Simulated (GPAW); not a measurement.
The system is AlN.

```
CELL_PARAMETERS angstrom
0.00000 2.03452 2.03452
2.03452 0.00000 2.03452
2.03452 2.03452 0.00000
ATOMIC_POSITIONS crystal
Al 0.50000 0.50000 0.50000
N 0.00000 0.00000 0.00000
```

Measurements of this composition are mostly on another form, of space group No. 186.

Program: GPAW 26.7.0. Alike in all runs: task single point; potentials or basis GPAW PAW data sets (gpaw-data 1.2.1), pw; no spin polarisation; cell as given; k mesh 4 × 4 × 4; cutoff (eV) 600; smearing fermi-dirac 0.05 eV; the mesh is coarse, so values aren't converged.

Order these runs on this cell by their band gap on the k mesh, lowest first.
A. level PBE0; exact-exchange share 0.25
B. level PBEh(alpha); exact-exchange share 0.2
C. level PBEh(alpha); exact-exchange share 0.5
D. level PBEh(alpha); exact-exchange share 0.35
E. level PBEh(alpha); exact-exchange share 0.1

E (5.21 eV), B (6.07 eV), A (6.51 eV), D (7.39 eV), C (8.73 eV).

Caveats: all runs use coarse meshes; exact exchange converges slowly with the k mesh, and this mesh is small.

A k mesh can miss the band edges.

Runs at the PBE level aren't shown here.
